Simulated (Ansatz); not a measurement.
# AlGa3N4: the cost of one run

Method: DFT r2SCAN, scalar-relativistic, plane waves, PAW, in Ansatz 0.2.0.

2 further runs of the same task are left out: 2 set aside as unsound or not needed. Runs told in other sessions of the task aren't counted.

**1. The starting structure**

Symmetry: P-43m, No. 215, cubic system. The conventional cell has a = 4.465 Å, b = 4.465 Å, c = 4.465 Å, α = 90.00°, β = 90.00°, γ = 90.00°. Al (site symmetry -43m) has 4 N at 1.89 Å in its first shell of neighbours. Ga (site symmetry -42m) is surrounded by 4 N at 1.95 Å. N (site symmetry 3m) has 1 Al at 1.89 Å and 3 Ga at 1.95 Å in its first shell of neighbours.

Structure file:

```
Al Ga N
1.0
     0.00000   -4.46534    0.00000
     0.00000    0.00000   -4.46534
     8.93069    0.00000    0.00000
Al Ga N
2 6 8
Direct
  0.00000 0.00000 0.00000
  0.00000 0.00000 0.50000
  0.50000 0.00000 0.25000
  0.50000 0.00000 0.75000
  0.00000 0.50000 0.25000
  0.00000 0.50000 0.75000
  0.50000 0.50000 0.00000
  0.50000 0.50000 0.50000
  0.24465 0.75535 0.37768
  0.24465 0.75535 0.87768
  0.75535 0.24465 0.37768
  0.75535 0.24465 0.87768
  0.24465 0.24465 0.12232
  0.24465 0.24465 0.62232
  0.75535 0.75535 0.12232
  0.75535 0.75535 0.62232
```

It goes back to an entry of the Materials Project, which need not be the stable form.

It is built from the cell relaxed beforehand with the same method (11.13 Å³/atom).

**2. Zero of energy**

The cell is repeated 2 times, 16 atoms in all. Reference values: F = -26915.1013 eV; pressure 0.01 GPa; largest force 0.001 eV/Å; gap on the mesh 2.82 eV. It was computed beforehand with the settings of the runs below.

**3. The scan: sliding across a plane**

The cut lies on the cell's a–b face, a (1 0 0) plane of area 19.94 Å², between layers 1.14 Å apart (N below, Ga above); the cell is 8.9 Å thick. Vector c is tilted by f times 1·a − 1·b (length 6.315 Å) with the atoms' Cartesian places fixed: one unrelaxed fault per cell.

**4. At f = 0.167**

Input file input.yaml:

```yaml
crystal:
  lattice:
    - [0.0, -4.4653444451, 0.0]
    - [0.0, 0.0, -4.4653444451]
    - [8.9306888901, -0.744372919, 0.744372919]
  atoms:
    - { symbol: Al, position: [-0.135668795, 0.135668795, 0.81385] }
    - { symbol: Al, position: [-0.052318795, 0.052318795, 0.31385] }
    - { symbol: Ga, position: [0.489356205, 0.010643795, 0.06385] }
    - { symbol: Ga, position: [0.406006205, 0.093993795, 0.56385] }
    - { symbol: Ga, position: [-0.010643795, 0.510643795, 0.06385] }
    - { symbol: Ga, position: [-0.093993795, 0.593993795, 0.56385] }
    - { symbol: Ga, position: [0.364331205, 0.635668795, 0.81385] }
    - { symbol: Ga, position: [0.447681205, 0.552318795, 0.31385] }
    - { symbol: "N", position: [0.2127216395, 0.7872783605, 0.1915255275] }
    - { symbol: "N", position: [0.1293716395, 0.8706283605, 0.6915255275] }
    - { symbol: "N", position: [0.7234237497, 0.2765762503, 0.1915255275] }
    - { symbol: "N", position: [0.6400737497, 0.3599262503, 0.6915255275] }
    - { symbol: "N", position: [0.0885886603, 0.4007092295, 0.9361744725] }
    - { symbol: "N", position: [0.1719386603, 0.3173592295, 0.4361744725] }
    - { symbol: "N", position: [0.5992907705, 0.9114113397, 0.9361744725] }
    - { symbol: "N", position: [0.6826407705, 0.8280613397, 0.4361744725] }
basis:
  ecutwfc: 500
kpoints:
  mp_grid: { grid: [5, 5, 3] }
hamiltonian:
  xc: r2scan
scf:
  occupations: { method: gaussian, width: 0.05 }
output:
  forces: true
  stress: true
  eigenvalues: true
```

Run with:

```
> ansatz run input.yaml --threads 2 --pin off --max-ram 5120MiB --backend cpu --events-out ev --progress --plain --runs-dir out
```

Q: Estimate wall time and peak memory on 2 threads of Intel Xeon Platinum 8259CL at 2.50GHz (Skylake/Cascade Lake), shared host.

About 32 s, with a peak of 0.97 GiB.
